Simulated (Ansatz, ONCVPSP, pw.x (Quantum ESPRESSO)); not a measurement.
From atom to crystal: ONCV potential for ruthenium

ONCVPSP 4.0.1.1 (patched build) input, shortened (lines: element, Z, core and valence counts, functional; n l f; lmax; l rc ep ncon nbas qcut; lloc lpopt rc5 dvloc0; l nproj debl; icmod fcfact rcfact), PBE, scalar-relativistic:

```
  Ru 44.00    6    4        4      upf
    1    0    2.00
    2    0    2.00
    2    1    6.00
    3    0    2.00
    3    1    6.00
    3    2   10.00
    4    0    2.00
    4    1    6.00
    4    2    7.00
    5    0    1.00
    2
    0    1.85    0.00    3    7    6.90
    1    1.55    0.00    4    8    9.10
    2    2.20    0.00    3    8    6.40
    4    5    1.45   -1.00
    0    2    3.20
    1    2    0.50
    2    2    1.00
    2    0.75    0.70
```

In the p channel the program set the typed energies aside and used -1.706, 0.250 Ha.

Atomic tests: cutoffs needed: 25 Ha and 32 Ha (the cutoffs (Ha) at which the residual kinetic energy of the hardest occupied pseudo-wave falls to 1 and 0.1 mHa per electron); ghost test: no bound ghost flagged; GHOST(+) flags only above 600 eV; largest excitation error: -143 meV (all-electron minus pseudo) for 4s2 4p5 4d7 5s1, out of 4 test configurations.

Crystal test: fcc Ru in pw.x 7.5, no spin, 15³ k-points, Fermi–Dirac smearing 0.01 Ry, cutoffs 75/300 Ry. The reference is all-electron LAPW (Ansatz 0.2.0) with the same functional, mesh and smearing; V0 and B0 come from Birch–Murnaghan fits to the pressures at five volumes. Errors are pseudo minus all-electron; Δ is the rms difference of the E(V) curves that follow from these fits, minima aligned, over ±6 % about the mean V0. Mesh and smearing are coarse, so the numbers serve the comparison and aren't converged zero-temperature values; the lattice is a test structure that the element need not adopt.

| V (Å³/atom) | P all-electron (GPa) | P pseudo (GPa) |
| --- | --- | --- |
| 13.123 | 18.67 | 19.71 |
| 13.469 | 9.10 | 10.02 |
| 13.814 | 0.83 | 1.62 |
| 14.159 | -6.32 | -5.67 |
| 14.505 | -12.49 | -11.93 |

All-electron: a0 = 3.812 Å (V0 = 13.85 Å³/atom), B0 = 303.1 GPa.

Pseudopotential: mean pressure error (GPa): +0.79; a0 (Å): 3.816; a0 error (%): +0.08; B0 error (%): +0.4; Δ (meV/atom): 2.3.

Task: At the middle volume, how do free energy and pressure move when the wave cutoff is lowered (ecutrho kept at four times it)?

Result:

| cutoff (Ry) | shift of F (meV/atom) | shift of P (GPa) |
| --- | --- | --- |
| 34 | +553.6 | +6.20 |
| 45 | +288.9 | -10.41 |
| 60 | +31.1 | -2.64 |

The run at the middle volume (120 k-points, 7 iterations) took about 10 s on one core of a shared host (AMD EPYC 9R45 96-Core Processor, 96 threads, 376 GiB, load 59).
